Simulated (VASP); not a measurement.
# Al (Fm-3m) in VASP: notebook

Aim: see how the results for Al move with the level of theory and the settings. Levels: RPBE+D4, revPBE+D3, revPBE+D3(BJ). Tasks: relaxation of cell and atoms.

Program: VASP 6.6.1. These are calculated values, not measurements. Logs are shortened: lines on timing, memory, paths and dates and some standing lists are left out, and cuts for length are marked.

## (1) Starting point

The structure is cubic, space group Fm-3m (No. 225). Conventional cell: a = 4.050 Å, b = 4.050 Å, c = 4.050 Å, α = 90.00°, β = 90.00°, γ = 90.00°. Around Al (site symmetry m-3m) lie 12 Al at 2.86 Å.

## (2) Relaxation of cell and atoms, RPBE+D4

INCAR

```
PREC = Accurate
ENCUT = 600
EDIFF = 1E-6
ISMEAR = -1
SIGMA = 0.05
LREAL = F
LASPH = T
NELM = 60
ALGO = Fast
ISIF = 3
LWAVE = F
LCHARG = F
GGA = RP
IVDW = 13
IBRION = 2
NSW = 40
EDIFFG = -0.01
```

KPOINTS

```
regular mesh
0
Gamma
  11 11 11
```

POSCAR

```
Al
1.0
    0.0000000000      2.0248050000      2.0248050000
    2.0248050000      0.0000000000      2.0248050000
    2.0248050000      2.0248050000      0.0000000000
Al
1
Direct
    0.0000000000      0.0000000000      0.0000000000
```

Potentials or basis: VASP PAW PBE potentials, release 64 (Al).

Started as:

```console
> cat potpaw_PBE.64/Al/POTCAR > POTCAR
> mpirun -np 1 vasp_std > vasp.out
```

OUTCAR:

```text
PREC = Accurate
   ENCUT = 600
   EDIFF = 1E-6
   ISMEAR = -1
   LREAL = F
   LASPH = T
   NELM = 60
   ISIF = 3
   GGA = RP
   IVDW = 13
   IBRION = 2
   NSW = 40
   EDIFFG = -0.01

 ion  position               nearest neighbor table
   1  0.000  0.000  0.000-

  LATTYP: Found a face centered cubic cell.
 ALAT       =     4.0496100000

  Lattice vectors:

 A1 = (   0.0000000000,   2.0248050000,   2.0248050000)
 A2 = (   2.0248050000,   0.0000000000,   2.0248050000)
 A3 = (   2.0248050000,   2.0248050000,   0.0000000000)

Analysis of symmetry for initial positions (statically):
=====================================================================
 Subroutine PRICEL returns:
 Original cell was already a primitive cell.

 Routine SETGRP: Setting up the symmetry group for a
 face centered cubic supercell.

 Subroutine GETGRP returns: Found 48 space group operations
 (whereof 48 operations were pure point group operations)
 out of a pool of 48 trial point group operations.

The static configuration has the point symmetry O_h .

Analysis of symmetry for dynamics (positions and initial velocities):
=====================================================================
 Subroutine PRICEL returns:
 Original cell was already a primitive cell.

 Routine SETGRP: Setting up the symmetry group for a
 face centered cubic supercell.

 Subroutine GETGRP returns: Found 48 space group operations
 (whereof 48 operations were pure point group operations)
 out of a pool of 48 trial point group operations.

The dynamic configuration has the point symmetry O_h .

 Subroutine INISYM returns: Found 48 space group operations
 (whereof 48 operations are pure point group operations),
 and found     1 'primitive' translations

----------------------------------------------------------------------------------------

                                     Primitive cell

  volume of cell :      16.6027

  direct lattice vectors                    reciprocal lattice vectors
     0.000000000  2.024805000  2.024805000    -0.246937359  0.246937359  0.246937359
     2.024805000  0.000000000  2.024805000     0.246937359 -0.246937359  0.246937359
     2.024805000  2.024805000  0.000000000     0.246937359  0.246937359 -0.246937359

  length of vectors
     2.863506692  2.863506692  2.863506692     0.427708053  0.427708053  0.427708053

  position of ions in fractional coordinates (direct lattice)
     0.000000000  0.000000000  0.000000000

  ion indices of the primitive-cell ions
   primitive index   ion index
                 1           1

[... 60 lines left out ...]
   NGXF,Y,Z  is equivalent  to a cutoff of  27.87, 27.87, 27.87 a.u.
 SYSTEM =  unknown system
   PREC   = accura    normal or accurate (medium, high low for compatibility)
   ISTART =      0    job   : 0-new  1-cont  2-samecut
   ICHARG =      2    charge: 1-file 2-atom 10-const
   ISPIN  =      1    spin polarized calculation?
   LNONCOLLINEAR =      F non collinear calculations
   LSORBIT =      F    spin-orbit coupling
   LASPH  =      T    aspherical Exc in radial PAW
   ENCUT  =  600.0 eV  44.10 Ry    6.64 a.u.   5.72  5.72  5.72*2*pi/ulx,y,z
   NELM   =     60;   NELMIN=  2; NELMDL= -5     # of ELM steps
   EDIFF  = 0.1E-05   stopping-criterion for ELM
   LREAL  =      F    real-space projection
   EDIFFG = -.1E-01   stopping-criterion for IOM
   NSW    =     40    number of steps for IOM
   IBRION =      2    ionic relax: 0-MD 1-quasi-New 2-CG
   NFREE  =      1    steps in history (QN), initial steepest desc. (CG)
   ISIF   =      3    stress and relaxation
   ISYM   =      2    0-nonsym 1-usesym 2-fastsym
   POTIM  = 0.5000    time-step for ionic-motion
   TEBEG  =    0.0;   TEEND  =   0.0 temperature during run
   PSTRESS=    0.0 pullay stress
   NELECT =       3.0000    total number of electrons
   NUPDOWN=      -1.0000    fix difference up-down
   EMIN   =  10.00;   EMAX   =-10.00  energy-range for DOS
   EFERMI =   0.00;   METHOD = LEGACY
   ISMEAR =    -1;   SIGMA  =   0.05  broadening in eV -4-tet -1-fermi 0-gaus
   EFERMI_NEDOS =   21; number of points for ismear=-14 and -15
   IALGO  =     68    algorithm
   IMIX   =      4    mixing-type and parameters
     AMIX     =   0.40;   BMIX     =  1.00
     AMIX_MAG =   1.60;   BMIX_MAG =  1.00
  volume/ion in A,a.u.               =      16.60       112.04
  Fermi-wavevector in a.u.,A,eV,Ry     =   0.925526  1.748991 11.654733  0.856599
  Thomas-Fermi vector in A             =   2.051390
   LORBIT       =      0    0 simple, 1 ext, 2 COOP (PROOUT), +10 PAW based schemes
   GGA     = RP    functional components
   LHFCALC =     F    Hartree Fock is set to
   AEXX    =    0.0000 exact exchange contribution
   IVDW    =    13    specifies the selected vdW correction
   LEPSILON=     F    determine dielectric tensor
   LRPA    =     F    only Hartree local field effects (RPA)
 conjugate gradient relaxation of ions
 non-spin polarized calculation
 RMM-DIIS sequential band-by-band and
  energy-cutoff  :      600.00
  volume of cell :       16.60
 maximum number of plane-waves:       564
   NGX = 11   NGY = 11   NGZ = 11

--------------------------------------- Ionic step        1  -------------------------------------------

 number of electron       3.0000000 magnetization

 Free energy of the ion-electron system (eV)
  ---------------------------------------------------
  ext. energy  EPLUGINS =         0.00000000
  ---------------------------------------------------
  free energy    TOTEN  =        -3.51740158 eV

  energy without entropy =       -3.51339741  energy(sigma->0) =       -3.51539949

------------------------ aborting loop because EDIFF is reached ----------------------------------------

  DFT-D4 for vdW energy calculation

  Edisp (eV):   -0.65462
[... 69 lines left out ...]
--------------------------------------- Ionic step        3  -------------------------------------------

 number of electron       3.0000000 magnetization

 Free energy of the ion-electron system (eV)
  ---------------------------------------------------
  ext. energy  EPLUGINS =         0.00000000
  ---------------------------------------------------
  free energy    TOTEN  =        -3.49360849 eV

  energy without entropy =       -3.48969284  energy(sigma->0) =       -3.49165066

 E-fermi :   8.7150     XC(G=0): -10.3525

 val. band max:        8.6612269264   @ k =  -0.4545   0.3636   0.0000
 cond. band min:       8.7512619460   @ k =   0.4545   0.1818   0.0909
 fundamental gap:      0.0900350197
 Fermi energy:         8.7149884894

 k-point     1 :       0.0000    0.0000    0.0000
  band No.  band energies     occupation
      1      -2.8294      2.00000
      2      21.6461      0.00000
      3      21.6461      0.00000
      4      21.6461      0.00000
      5      23.7210      0.00000
[... 177 lines left out ...]
 k-point    24 :      -0.1818    0.1818    0.0000
  band No.  band energies     occupation
      1      -0.3598      2.00000
      2      12.6186      0.00000
      3      14.2973      0.00000
      4      21.1129      0.00000
      5      23.1759      0.00000

 [... further k-points ...]

------------------------ aborting loop because EDIFF is reached ----------------------------------------

  DFT-D4 for vdW energy calculation

  Edisp (eV):   -0.69599
[... 24 lines left out ...]
  FREE ENERGIE OF THE ION-ELECTRON SYSTEM (eV)
  ---------------------------------------------------
  free  energy   TOTEN  =        -4.1896004480 eV

  energy  without entropy=       -4.1856847917  energy(sigma->0) =       -4.18764262

 reached required accuracy - stopping structural energy minimisation
```

OSZICAR:

```text
N       E                     dE             d eps       ncg     rms          rms(c)
DAV:   1    -0.830979966671E+00   -0.83098E+00   -0.99840E+02   560   0.395E+02
DAV:   2    -0.351661720624E+01   -0.26856E+01   -0.25408E+01   725   0.332E+01
DAV:   3    -0.353846667750E+01   -0.21849E-01   -0.21846E-01   770   0.389E+00
[... 17 lines left out ...]
DAV:   1    -0.349366372468E+01   -0.97596E-02   -0.77286E-03   740   0.573E-01    0.102E-01
RMM:   2    -0.349363257215E+01    0.31153E-04   -0.40951E-05   560   0.635E-02    0.409E-02
RMM:   3    -0.349360991620E+01    0.22656E-04   -0.10549E-05   558   0.293E-02    0.119E-02
RMM:   4    -0.349360823263E+01    0.16836E-05   -0.32609E-06   475   0.148E-02    0.172E-02
RMM:   5    -0.349360849177E+01   -0.25913E-06   -0.24822E-07   315   0.562E-03
   3 F= -.41896004E+01 E0= -.41876426E+01  d E =-.175789E-01
```

CONTCAR:

```text
Al
   1.00000000000000
    -0.0000000000000000    1.9816622383120419    1.9816622383120419
     1.9816622383120419   -0.0000000000000000    1.9816622383120419
     1.9816622383120419    1.9816622383120419   -0.0000000000000000
  Al
     1
Direct
     0.0000000000000000    0.0000000000000000    0.0000000000000000

  0.00000000E+00  0.00000000E+00  0.00000000E+00
```

Wall time 16 s (1 thread of AMD EPYC 7R43 (Zen 3), shared host); peak memory 0.1 GiB.

Results:

* Free energy: -4.1896 eV
* Relaxed volume: 15.56 Å³/atom
* Relaxed cell: a = 2.802 Å, b = 2.802 Å, c = 2.802 Å, α = 60.00°, β = 60.00°, γ = 60.00°
* Space group after relaxing (to 0.05 Å): Fm-3m (No. 225)
* Energy gained by relaxing: 17.6 meV/atom
* Ionic steps: 3
* Pressure after relaxing: 0.0 GPa
* Band gap on the k mesh: none (metal or under the smearing width)
* Dispersion energy per atom: -0.696 eV

Step by step:
```tsv
step	energy change (eV)	largest force (eV/Å)	pressure (GPa)	volume (Å³)
1	0.0000	0.0000	-5.13	16.60
2	-0.0168	0.0000	1.27	15.36
3	-0.0176	0.0000	0.01	15.56
```

Final structure:
```yaml
crystal:
  lattice:
    - [0.00000, 1.98166, 1.98166]
    - [1.98166, 0.00000, 1.98166]
    - [1.98166, 1.98166, 0.00000]
  atoms:
    - { symbol: Al, position: [0.00000, 0.00000, 0.00000] }
```

Caveat: the PAW data sets were made with another functional, which shifts forces and pressure a little; pairwise dispersion overbinds metals, which lowers pressure and volume.

## (3) Relaxation of cell and atoms, revPBE+D3

INCAR

```
PREC = Accurate
ENCUT = 600
EDIFF = 1E-6
ISMEAR = -1
SIGMA = 0.05
LREAL = False
LASPH = True
NELM = 100
ALGO = Fast
ISIF = 3
LWAVE = False
LCHARG = False
GGA = RE
IVDW = 11
IBRION = 2
NSW = 40
EDIFFG = -0.02
```

KPOINTS is that of step 2.

POSCAR is that of step 2.

Potentials or basis: VASP PAW PBE potentials, release 64 (Al).

Started as:

```console
> cat potpaw_PBE.64/Al/POTCAR > POTCAR
> mpirun -np 1 vasp_std > vasp.out
```

OUTCAR:

```text
PREC = Accurate
   ENCUT = 600
   EDIFF = 1E-6
   ISMEAR = -1
   LREAL = False
   LASPH = True
   NELM = 100
   ISIF = 3
   GGA = RE
   IVDW = 11
   IBRION = 2
   NSW = 40
   EDIFFG = -0.02
 IVDW          = 11

 ion  position               nearest neighbor table
   1  0.000  0.000  0.000-

  LATTYP: Found a face centered cubic cell.
 ALAT       =     4.0496100000

  Lattice vectors:

 A1 = (   0.0000000000,   2.0248050000,   2.0248050000)
 A2 = (   2.0248050000,   0.0000000000,   2.0248050000)
 A3 = (   2.0248050000,   2.0248050000,   0.0000000000)

Analysis of symmetry for initial positions (statically):
=====================================================================
 Subroutine PRICEL returns:
 Original cell was already a primitive cell.

[... 174 lines left out ...]

 E8    (eV) :    -0.1229
[... 69 lines left out ...]
--------------------------------------- Ionic step        3  -------------------------------------------

 number of electron       3.0000000 magnetization

 Free energy of the ion-electron system (eV)
  ---------------------------------------------------
  ext. energy  EPLUGINS =         0.00000000
  ---------------------------------------------------
  free energy    TOTEN  =        -3.55489128 eV

  energy without entropy =       -3.55094371  energy(sigma->0) =       -3.55291750

 E-fermi :   8.4329     XC(G=0): -10.2774

 val. band max:        8.3992567838   @ k =  -0.4545   0.3636   0.0000
 cond. band min:       8.4640648842   @ k =   0.4545   0.1818   0.0909
 fundamental gap:      0.0648081004
 Fermi energy:         8.4328675031

 k-point     1 :       0.0000    0.0000    0.0000
  band No.  band energies     occupation
      1      -2.9405      2.00000
      2      21.2189      0.00000
      3      21.2189      0.00000
      4      21.2190      0.00000
      5      23.0761      0.00000
[... 177 lines left out ...]
 k-point    24 :      -0.1818    0.1818    0.0000
  band No.  band energies     occupation
      1      -0.5102      2.00000
      2      12.2960      0.00000
      3      13.8894      0.00000
      4      20.6107      0.00000
      5      22.6497      0.00000

 [... further k-points ...]

------------------------ aborting loop because EDIFF is reached ----------------------------------------

 Edisp (eV)   -0.30091

 E8    (eV) :    -0.1301
[... 24 lines left out ...]
  FREE ENERGIE OF THE ION-ELECTRON SYSTEM (eV)
  ---------------------------------------------------
  free  energy   TOTEN  =        -3.8558018112 eV

  energy  without entropy=       -3.8518542473  energy(sigma->0) =       -3.85382803

 reached required accuracy - stopping structural energy minimisation
```

OSZICAR:

```text
N       E                     dE             d eps       ncg     rms          rms(c)
DAV:   1    -0.879210832309E+00   -0.87921E+00   -0.99731E+02   560   0.394E+02
DAV:   2    -0.356328963253E+01   -0.26841E+01   -0.25402E+01   725   0.332E+01
DAV:   3    -0.358530005981E+01   -0.22010E-01   -0.22007E-01   770   0.389E+00
DAV:   4    -0.358535819469E+01   -0.58135E-04   -0.58134E-04   750   0.201E-01
[... 14 lines left out ...]
       N       E                     dE             d eps       ncg     rms          rms(c)
DAV:   1    -0.355491417664E+01   -0.34803E-02   -0.28569E-03   720   0.343E-01    0.656E-02
RMM:   2    -0.355490153503E+01    0.12642E-04   -0.14344E-05   544   0.383E-02    0.282E-02
RMM:   3    -0.355489198700E+01    0.95480E-05   -0.36484E-06   543   0.171E-02    0.578E-03
RMM:   4    -0.355489127793E+01    0.70907E-06   -0.86670E-07   325   0.890E-03
   3 F= -.38558018E+01 E0= -.38538280E+01  d E =-.666507E-02
```

CONTCAR:

```text
Al
   1.00000000000000
    -0.0000000000000000    1.9980285265193118    1.9980285265193118
     1.9980285265193118   -0.0000000000000000    1.9980285265193118
     1.9980285265193118    1.9980285265193118   -0.0000000000000000
  Al
     1
Direct
     0.0000000000000000    0.0000000000000000    0.0000000000000000

  0.00000000E+00  0.00000000E+00  0.00000000E+00
```

It took 14 s on 1 thread of AMD EPYC 7R43 (Zen 3), shared host; peak memory 0.11 GiB.

What came out:

* Free energy: -3.8558 eV
* Relaxed volume: 15.95 Å³/atom
* Relaxed cell: a = 2.826 Å, b = 2.826 Å, c = 2.826 Å, α = 60.00°, β = 60.00°, γ = 60.00°
* Space group after relaxing (to 0.05 Å): Fm-3m (No. 225)
* Energy gained by relaxing: 6.7 meV/atom
* Ionic steps: 3
* Pressure after relaxing: 0.0 GPa
* Band gap on the k mesh: none (metal or under the smearing width)
* Dispersion energy per atom: -0.301 eV

Step by step:
```csv
step,energy change (eV),largest force (eV/Å),pressure (GPa),volume (Å³)
1,0.0000,0.0000,-3.17,16.60
2,-0.0064,0.0000,0.71,15.83
3,-0.0067,0.0000,0.01,15.95
```

Final structure:
```cif
data_structure
_symmetry_space_group_name_H-M 'P 1'
_symmetry_Int_Tables_number 1
_cell_length_a 2.8256
_cell_length_b 2.8256
_cell_length_c 2.8256
_cell_angle_alpha 60.000
_cell_angle_beta 60.000
_cell_angle_gamma 60.000
_cell_volume 15.95
loop_
_atom_site_label
_atom_site_type_symbol
_atom_site_fract_x
_atom_site_fract_y
_atom_site_fract_z
_atom_site_occupancy
Al1 Al 0.00000 0.00000 0.00000 1
```

Levels at points of the mesh, in eV from the Fermi level:
| k point | band 1 | band 2 | band 3 | band 4 |
| --- | --- | --- | --- | --- |
| (0.00, 0.00, 0.00) | -11.37 | 12.79 | 12.79 | 12.79 |

Caveat: the PAW data sets were made with another functional, which shifts forces and pressure a little; pairwise dispersion overbinds metals, which lowers pressure and volume.

(Part 1 of 2 ends here.)
